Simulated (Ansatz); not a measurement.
# CdTe: what the sphere radii change

Aim: hold CdTe and all else fixed and vary the sphere radii, to see how far energy and properties move.

The COD entry's cell or inner coordinates are ideal or old and differ from later refinements, so a difference from it is no clean test against experiment.

Method: DFT, PBE, all-electron LAPW, scalar-relativistic, in Ansatz 0.2.0.

**1. Starting point**

The structure is cubic, space group F-43m (No. 216). Conventional cell: a = 6.410 Å, b = 6.410 Å, c = 6.410 Å, α = 90.00°, β = 90.00°, γ = 90.00°. Around Cd (site symmetry -43m) lie 4 Te at 2.78 Å. Te (site symmetry -43m) is surrounded by 4 Cd at 2.78 Å.

Structure file:

```cif
data_structure
_symmetry_space_group_name_H-M 'F-43m'
_symmetry_Int_Tables_number 216
_cell_length_a 6.4100
_cell_length_b 6.4100
_cell_length_c 6.4100
_cell_angle_alpha 90.000
_cell_angle_beta 90.000
_cell_angle_gamma 90.000
_cell_volume 263.37
loop_
_atom_site_label
_atom_site_type_symbol
_atom_site_symmetry_multiplicity
_atom_site_Wyckoff_symbol
_atom_site_fract_x
_atom_site_fract_y
_atom_site_fract_z
_atom_site_occupancy
Cd1 Cd 4 a 0.00000 0.00000 0.00000 1
Te1 Te 4 c 0.25000 0.25000 0.25000 1
```

The file gives the conventional cell by its symmetry; the runs use the cell typed in the input.

The geometry is a database entry used as it stands. It may stem from high pressure or temperature, or be incomplete, so it serves as a test cell.

Atoms are numbered in the order of the input: Cd1, Te2.

**2. With all sphere radii typed as 0.833 Å**

The input, input.yaml:

```yaml
crystal:
  lattice:
    - [0.0, 3.205, 3.205]
    - [3.205, 0.0, 3.205]
    - [3.205, 3.205, 0.0]
  atoms:
    - { symbol: Cd, position: [0.0, 0.0, 0.0] }
    - { symbol: Te, position: [0.75, 0.75, 0.75] }
kpoints:
  mp_grid: { grid: [10, 10, 10] }
scf:
  occupations: { method: fermi_dirac, width: 0.08 }
hamiltonian:
  xc: pbe
  pseudopotentials:
    kind: all_electron
    lapw: { basis_error: 0.00025, muffin_tin_radii: { Cd: 0.833, Te: 0.833 } }
output:
  forces: true
  stress: true
  eigenvalues: true
```

What it wrote:

```text
LAPW: plane waves up to 15.733 Å⁻¹, error target 2.5e-4 eV per atom; small_component_spin mean_spin; Cd in spheres of 0.833 Å, 38 of its electrons in bands, Dirac shells []; Te in spheres of 0.833 Å, 42 of its electrons in bands, Dirac shells []
Engine: ansatz 0.2.0
Pseudopotentials: kind: all_electron
Pseudopotential: Cd, LAPW, valence charge 38, Koelling and Harmon's equation, gaussian nucleus
Pseudopotential: Te, LAPW, valence charge 42, Koelling and Harmon's equation, gaussian nucleus
Functional definition: PBE
  parameter kappa = 0.804
  parameter beta = 0.06672455060314922
  exchange = pbe_x(kappa = kappa, mu = beta*pi^2/3)
  correlation = pbe_c(beta = beta)
Crystal: 2 atoms, lattice volume = 65.844 Å³
Basis set: ecut = 943.1064423009016 eV, 4285 PW (Γ), exchange–correlation at level 2
Bands: 48, of which v1, the nominal top of the filled ones, is band 40 counted from 1 (39 counted from 0)
Symmetry: 24 space group operations
Space group: F-43m (ITA 216), of the structure as read, at distance tolerance 4.0e-5 Å
k-points: 47 of 1000 (time reversal used)
Non-local potential: Cd, projectors of the file, none
Non-local potential: Te, projectors of the file, none
Initial density: superposition of atomic densities (chi_scale 0.1, normalization cell, long waves kept (reshape's long-wave potential 0.00 eV rms))
Initial wavefunctions: plane waves of lowest kinetic energy (no species holds an atomic orbital)
Functional: x = pbe(κ = 0.804, μ = 0.2195149727645171), c = pbe(β = 0.06672455060314922)
iter 1 solved again at ethr=8.88e-4 eV; its pass at ethr=1.00e-1 eV (dr2=7.11e-1 eV) is discarded
SCF iter   1: F=—  HF=-337120.883370 eV  |F-HF|=—  |Δ(HF+E_count)|=         —  Δρ=2.35e-2  dr2=7.10e-1  ethr=8.88e-4  ⟨swp⟩=2.3  Hψ=13872  notcnv=0
preconditioner: auto → Resta (q_TF=auto, 2.818 Å⁻¹)  ε∞=3.0  [insulator: Δε(μ)=1.155 eV  Ē_g=13.696 eV  σ=0.080 eV  W_gap=1.00  n_scr=26 (ndim 8)  ℏωp=19.4 eV  f_vac=0.361  D(μ)=0.00/eV (n_scr^D=0)  ε∞_Penn≈3.0]
SCF iter   2: F=—  HF=-337120.688625 eV  |F-HF|=—  |Δ(HF+E_count)|=   1.95e-1  Δρ=1.19e-2  dr2=1.33e-1  ethr=8.88e-4  ⟨swp⟩=2.1  Hψ=6677  notcnv=0
SCF iter   3: F=—  HF=-337120.658138 eV  |F-HF|=—  |Δ(HF+E_count)|=   3.05e-2  Δρ=4.89e-3  dr2=2.01e-2  ethr=1.66e-4  ⟨swp⟩=2.1  Hψ=6679  notcnv=0
iter 4 solved again at ethr=1.70e-6 eV; its pass at ethr=2.51e-5 eV (dr2=1.36e-3 eV) is discarded
SCF iter   4: F=—  HF=-337120.655499 eV  |F-HF|=—  |Δ(HF+E_count)|=         —  Δρ=1.48e-3  dr2=1.36e-3  ethr=1.70e-6  ⟨swp⟩=2.0  Hψ=11258  notcnv=0
the basis was enlarged: its passes take 162.8 KiB over the memory plan, 1 of 1 planned eigensolver slots
SCF iter   5: F=—  HF=-337120.656101 eV  |F-HF|=—  |Δ(HF+E_count)|=   6.02e-4  Δρ=3.21e-4  dr2=9.58e-5  ethr=1.70e-6  ⟨swp⟩=3.0  Hψ=6456  notcnv=0
SCF iter   6: F=—  HF=-337120.656234 eV  |F-HF|=—  |Δ(HF+E_count)|=   1.34e-4  Δρ=1.14e-4  dr2=1.68e-5  ethr=1.20e-7  ⟨swp⟩=3.0  Hψ=6526  notcnv=0
SCF iter   7: F=—  HF=-337120.656257 eV  |F-HF|=—  |Δ(HF+E_count)|=   2.28e-5  Δρ=3.80e-5  dr2=1.36e-6  ethr=2.10e-8  ⟨swp⟩=3.0  Hψ=6538  notcnv=0
SCF iter   8: F=—  HF=-337120.656261 eV  |F-HF|=—  |Δ(HF+E_count)|=   3.52e-6  Δρ=1.18e-5  dr2=1.49e-7  ethr=1.71e-9  ⟨swp⟩=3.0  Hψ=6590  notcnv=0
SCF iter   9: F=-337120.656261 eV  HF=-337120.656261 eV  |F-HF|=1.40e-8  |Δ(HF+E_count)|=   3.83e-7  Δρ=2.34e-6  dr2=4.80e-9  ethr=1.86e-10  ⟨swp⟩=3.0  Hψ=6712  notcnv=0
SCF 1 converged in 9 iterations: F = -337120.656261 eV  dr2 = 4.80e-9
SCF converged after 9 iterations
Free energy (F): -337120.656261 eV
Harris-Foulkes:  -337120.656261 eV  (|F-HF|=1.40e-8)
Internal energy: -337120.656228 eV  (E = F + TS)
E sigma→0 (E₀):  -337120.656245 eV
Entropy (-TS):   -0.000033 eV (-0.016 meV/atom)
Fermi energy:    9.880809 eV
--- Per-component energies (eV) ---
  E_band       = -22464.960739
  E_kinetic    = 354736.783069
  E_xc         = -9001.867595
  E_electrostatic = -682855.571702  (all electrons and nuclei)
  E_smearing   = -0.000033  (= −TS)
  E_closure    = 0.000000  (closes the sum)
  E_atoms      = -337115.932394  (free atoms, spherical and without spin; not in F)
  Σ components = -337120.656261   (vs F -337120.656261, Δ=0.00e0)
  Basis errors (estimates in eV, not in F): energy 1.0e-4 per atom: plane waves 9.3e-5 (6.1e-5 summed), levels above the bands 3.5e-54, relativity 2.5e-7, radial functions 9.6e-6, core shells 5.8e-11; eigenvalues (radial functions only) 6.6e-6; not estimated: angular momenta, meshes, grids; target (lapw.basis_error) 2.5e-4; muffin-tin radii Cd 0.833 Å, Te 0.833 Å
--- Forces (eV/Å), atoms counted from 1 ---
  atom   1  Cd    -0.00000000    -0.00000000    -0.00000000
  atom   2  Te    -0.00000000     0.00000000     0.00000000
  max |Σ_I F_I| component: 2.54e-17 eV/Å
--- Stress (GPa, compression-positive) ---
        4.251146      -0.000000      -0.000000
       -0.000000       4.251146       0.000000
       -0.000000       0.000000       4.251146
  P = ⅓ Tr σ = 4.2511 GPa (42.511 kbar)
--- Band table (eV; the first three rows and the last of 47) ---
  k-point 0: bands = ["-949.5407", "-788.2143", "-788.2143", "-788.2143", "-720.4297", "-587.7220", "-587.7220", "-587.7220", "-544.6043", "-544.6043", "-544.6043", "-544.6042", "-544.6042", "-380.2789", "-380.2789", "-380.2775", "-380.2775", "-380.2775", "-149.3682", "-99.4076", "-99.4076", "-99.4076", "-92.8595", "-53.9208", "-53.9208", "-53.9208", "-26.7500", "-26.7500", "-26.7500", "-26.7406", "-26.7406", "-2.0221", "0.9490", "0.9490", "0.9490", "1.2351", "1.2351", "9.3460", "9.3460", "9.3460", "10.2192", "13.9439", "13.9439", "13.9439", "16.8467", "18.8825", "18.8825", "19.4188"]
  k-point 1: bands = ["-949.5407", "-788.2143", "-788.2143", "-788.2143", "-720.4297", "-587.7220", "-587.7220", "-587.7220", "-544.6043", "-544.6043", "-544.6043", "-544.6042", "-544.6042", "-380.2789", "-380.2789", "-380.2775", "-380.2775", "-380.2775", "-149.3682", "-99.4076", "-99.4076", "-99.4076", "-92.8595", "-53.9208", "-53.9208", "-53.9208", "-26.7500", "-26.7500", "-26.7500", "-26.7406", "-26.7406", "-1.9811", "0.9570", "0.9570", "0.9786", "1.2343", "1.2343", "8.4205", "9.2486", "9.2486", "10.9122", "13.9082", "14.0929", "14.0929", "17.3869", "18.2256", "18.2256", "19.0975"]
  k-point 2: bands = ["-949.5407", "-788.2143", "-788.2143", "-788.2143", "-720.4297", "-587.7220", "-587.7220", "-587.7220", "-544.6043", "-544.6043", "-544.6043", "-544.6042", "-544.6042", "-380.2789", "-380.2789", "-380.2775", "-380.2775", "-380.2775", "-149.3682", "-99.4076", "-99.4076", "-99.4076", "-92.8595", "-53.9208", "-53.9208", "-53.9208", "-26.7500", "-26.7499", "-26.7499", "-26.7405", "-26.7405", "-1.8732", "0.9770", "0.9770", "1.0771", "1.2337", "1.2337", "7.1477", "9.0182", "9.0182", "11.3700", "14.3152", "14.3979", "14.3979", "17.7955", "17.8233", "17.8233", "19.5363"]
  k-point 46: bands = ["-949.5407", "-788.2143", "-788.2143", "-788.2143", "-720.4297", "-587.7220", "-587.7220", "-587.7220", "-544.6043", "-544.6043", "-544.6043", "-544.6042", "-544.6042", "-380.2789", "-380.2789", "-380.2775", "-380.2775", "-380.2775", "-149.3682", "-99.4076", "-99.4076", "-99.4076", "-92.8595", "-53.9208", "-53.9208", "-53.9208", "-26.7502", "-26.7498", "-26.7493", "-26.7406", "-26.7402", "-1.4648", "1.0890", "1.0900", "1.1937", "1.2407", "1.8484", "4.9949", "6.9388", "7.0433", "13.4543", "13.5536", "15.5145", "15.9649", "19.1716", "20.7584", "20.7776", "21.0330"]
```

Run time: 3.1 min. Hardware: 1 thread, shared host.

Result: pressure 4.25 GPa; gap on the k mesh 0.87 eV.

**3. With all sphere radii typed as 0.999 Å**

Edit input.yaml of step 2 so:

```diff
@@ -16,3 +16,3 @@
     kind: all_electron
-    lapw: { basis_error: 0.00025, muffin_tin_radii: { Cd: 0.833, Te: 0.833 } }
+    lapw: { basis_error: 0.00025, muffin_tin_radii: { Cd: 0.999, Te: 0.999 } }
 output:
```

What it wrote:

```text
LAPW: plane waves up to 13.009 Å⁻¹, error target 2.5e-4 eV per atom; small_component_spin mean_spin; Cd in spheres of 0.999 Å, 38 of its electrons in bands, Dirac shells []; Te in spheres of 0.999 Å, 40 of its electrons in bands, Dirac shells []
Engine: ansatz 0.2.0
Pseudopotentials: kind: all_electron
Pseudopotential: Cd, LAPW, valence charge 38, Koelling and Harmon's equation, gaussian nucleus
Pseudopotential: Te, LAPW, valence charge 40, Koelling and Harmon's equation, gaussian nucleus
Functional definition: PBE
  parameter kappa = 0.804
  parameter beta = 0.06672455060314922
  exchange = pbe_x(kappa = kappa, mu = beta*pi^2/3)
  correlation = pbe_c(beta = beta)
Crystal: 2 atoms, lattice volume = 65.844 Å³
Basis set: ecut = 644.7510742395361 eV, 2445 PW (Γ), exchange–correlation at level 2
Bands: 47, of which v1, the nominal top of the filled ones, is band 39 counted from 1 (38 counted from 0)
Symmetry: 24 space group operations
Space group: F-43m (ITA 216), of the structure as read, at distance tolerance 4.0e-5 Å
k-points: 47 of 1000 (time reversal used)
Non-local potential: Cd, projectors of the file, none
Non-local potential: Te, projectors of the file, none
Initial density: superposition of atomic densities (chi_scale 0.1, normalization cell, long waves kept (reshape's long-wave potential 0.00 eV rms))
Initial wavefunctions: plane waves of lowest kinetic energy (no species holds an atomic orbital)
Functional: x = pbe(κ = 0.804, μ = 0.2195149727645171), c = pbe(β = 0.06672455060314922)
iter 1 solved again at ethr=8.93e-4 eV; its pass at ethr=1.00e-1 eV (dr2=6.96e-1 eV) is discarded
SCF iter   1: F=—  HF=-337120.883403 eV  |F-HF|=—  |Δ(HF+E_count)|=         —  Δρ=2.31e-2  dr2=6.96e-1  ethr=8.93e-4  ⟨swp⟩=2.0  Hψ=13338  notcnv=0
preconditioner: auto → Resta (q_TF=auto, 2.806 Å⁻¹)  ε∞=3.0  [insulator: Δε(μ)=1.155 eV  Ē_g=13.696 eV  σ=0.080 eV  W_gap=1.00  n_scr=26 (ndim 8)  ℏωp=19.4 eV  f_vac=0.355  D(μ)=0.00/eV (n_scr^D=0)  ε∞_Penn≈3.0]
SCF iter   2: F=—  HF=-337120.687943 eV  |F-HF|=—  |Δ(HF+E_count)|=   1.95e-1  Δρ=1.13e-2  dr2=1.35e-1  ethr=8.93e-4  ⟨swp⟩=2.0  Hψ=6533  notcnv=0
SCF iter   3: F=—  HF=-337120.660137 eV  |F-HF|=—  |Δ(HF+E_count)|=   2.78e-2  Δρ=5.30e-3  dr2=2.55e-2  ethr=1.73e-4  ⟨swp⟩=2.0  Hψ=6527  notcnv=0
iter 4 solved again at ethr=1.79e-6 eV; its pass at ethr=3.26e-5 eV (dr2=1.40e-3 eV) is discarded
SCF iter   4: F=—  HF=-337120.655528 eV  |F-HF|=—  |Δ(HF+E_count)|=         —  Δρ=1.43e-3  dr2=1.40e-3  ethr=1.79e-6  ⟨swp⟩=2.0  Hψ=10841  notcnv=0
the basis was enlarged: its passes take 192.2 KiB over the memory plan, 1 of 1 planned eigensolver slots
SCF iter   5: F=—  HF=-337120.656069 eV  |F-HF|=—  |Δ(HF+E_count)|=   5.41e-4  Δρ=3.83e-4  dr2=1.25e-4  ethr=1.79e-6  ⟨swp⟩=3.0  Hψ=6292  notcnv=0
SCF iter   6: F=—  HF=-337120.656230 eV  |F-HF|=—  |Δ(HF+E_count)|=   1.61e-4  Δρ=1.05e-4  dr2=1.58e-5  ethr=1.61e-7  ⟨swp⟩=3.0  Hψ=6359  notcnv=0
SCF iter   7: F=—  HF=-337120.656247 eV  |F-HF|=—  |Δ(HF+E_count)|=   1.62e-5  Δρ=4.16e-5  dr2=1.85e-6  ethr=2.03e-8  ⟨swp⟩=3.0  Hψ=6389  notcnv=0
SCF iter   8: F=—  HF=-337120.656252 eV  |F-HF|=—  |Δ(HF+E_count)|=   5.66e-6  Δρ=1.36e-5  dr2=2.36e-7  ethr=2.38e-9  ⟨swp⟩=3.0  Hψ=6426  notcnv=0
SCF iter   9: F=-337120.656253 eV  HF=-337120.656253 eV  |F-HF|=1.19e-8  |Δ(HF+E_count)|=   6.63e-7  Δρ=2.30e-6  dr2=5.46e-9  ethr=3.03e-10  ⟨swp⟩=3.0  Hψ=6528  notcnv=0
SCF 1 converged in 9 iterations: F = -337120.656253 eV  dr2 = 5.46e-9
SCF converged after 9 iterations
Free energy (F): -337120.656253 eV
Harris-Foulkes:  -337120.656253 eV  (|F-HF|=1.19e-8)
Internal energy: -337120.656220 eV  (E = F + TS)
E sigma→0 (E₀):  -337120.656237 eV
Entropy (-TS):   -0.000033 eV (-0.016 meV/atom)
Fermi energy:    9.880794 eV
--- Per-component energies (eV) ---
  E_band       = -20565.876622
  E_kinetic    = 354736.810851
  E_xc         = -9001.868232
  E_electrostatic = -682855.598839  (all electrons and nuclei)
  E_smearing   = -0.000033  (= −TS)
  E_closure    = 0.000000  (closes the sum)
  E_atoms      = -337115.932394  (free atoms, spherical and without spin; not in F)
  Σ components = -337120.656253   (vs F -337120.656253, Δ=0.00e0)
  Basis errors (estimates in eV, not in F): energy 1.1e-4 per atom: plane waves 9.6e-5 (6.1e-5 summed), levels above the bands 3.5e-54, relativity 7.5e-8, radial functions 9.2e-6, core shells 1.8e-7; eigenvalues (radial functions only) 1.8e-5; not estimated: angular momenta, meshes, grids; target (lapw.basis_error) 2.5e-4; muffin-tin radii Cd 0.999 Å, Te 0.999 Å
--- Forces (eV/Å), atoms counted from 1 ---
  atom   1  Cd     0.00000000    -0.00000000    -0.00000000
  atom   2  Te    -0.00000000     0.00000000     0.00000000
  max |Σ_I F_I| component: 1.85e-17 eV/Å
--- Stress (GPa, compression-positive) ---
        4.251491       0.000000      -0.000000
        0.000000       4.251491       0.000000
       -0.000000       0.000000       4.251491
  P = ⅓ Tr σ = 4.2515 GPa (42.515 kbar)
--- Band table (eV; the first three rows and the last of 47) ---
  k-point 0: bands = ["-788.2142", "-788.2142", "-788.2142", "-720.4297", "-587.7220", "-587.7220", "-587.7220", "-544.6041", "-544.6041", "-544.6041", "-544.6040", "-544.6040", "-380.2789", "-380.2789", "-380.2775", "-380.2775", "-380.2775", "-149.3682", "-99.4076", "-99.4076", "-99.4076", "-92.8596", "-53.9208", "-53.9208", "-53.9208", "-26.7500", "-26.7500", "-26.7500", "-26.7406", "-26.7406", "-2.0221", "0.9490", "0.9490", "0.9490", "1.2350", "1.2350", "9.3460", "9.3460", "9.3460", "10.2192", "13.9439", "13.9439", "13.9439", "16.8467", "18.8825", "18.8825", "19.4188"]
  k-point 1: bands = ["-788.2142", "-788.2142", "-788.2142", "-720.4297", "-587.7220", "-587.7220", "-587.7220", "-544.6041", "-544.6041", "-544.6041", "-544.6040", "-544.6040", "-380.2789", "-380.2789", "-380.2775", "-380.2775", "-380.2775", "-149.3682", "-99.4076", "-99.4076", "-99.4076", "-92.8596", "-53.9208", "-53.9208", "-53.9208", "-26.7500", "-26.7499", "-26.7499", "-26.7405", "-26.7405", "-1.9811", "0.9570", "0.9570", "0.9786", "1.2342", "1.2342", "8.4205", "9.2486", "9.2486", "10.9122", "13.9082", "14.0929", "14.0929", "17.3869", "18.2255", "18.2255", "19.0975"]
  k-point 2: bands = ["-788.2142", "-788.2142", "-788.2142", "-720.4297", "-587.7220", "-587.7220", "-587.7220", "-544.6041", "-544.6041", "-544.6041", "-544.6040", "-544.6040", "-380.2789", "-380.2789", "-380.2775", "-380.2775", "-380.2775", "-149.3682", "-99.4076", "-99.4076", "-99.4076", "-92.8596", "-53.9209", "-53.9208", "-53.9208", "-26.7500", "-26.7499", "-26.7499", "-26.7405", "-26.7405", "-1.8732", "0.9769", "0.9769", "1.0770", "1.2336", "1.2336", "7.1477", "9.0181", "9.0181", "11.3700", "14.3152", "14.3978", "14.3978", "17.7955", "17.8233", "17.8233", "19.5363"]
  k-point 46: bands = ["-788.2142", "-788.2142", "-788.2142", "-720.4297", "-587.7220", "-587.7220", "-587.7220", "-544.6041", "-544.6041", "-544.6041", "-544.6040", "-544.6040", "-380.2789", "-380.2789", "-380.2775", "-380.2775", "-380.2775", "-149.3682", "-99.4076", "-99.4076", "-99.4076", "-92.8596", "-53.9209", "-53.9209", "-53.9208", "-26.7502", "-26.7497", "-26.7493", "-26.7406", "-26.7402", "-1.4648", "1.0890", "1.0899", "1.1937", "1.2407", "1.8483", "4.9949", "6.9387", "7.0433", "13.4543", "13.5536", "15.5145", "15.9649", "19.1716", "20.7584", "20.7776", "21.0330"]
```

Wall time 89 s (1 thread, shared host).

This run gives: pressure 4.25 GPa; gap on the k mesh 0.87 eV.

(Part 1 of 2 ends here.)
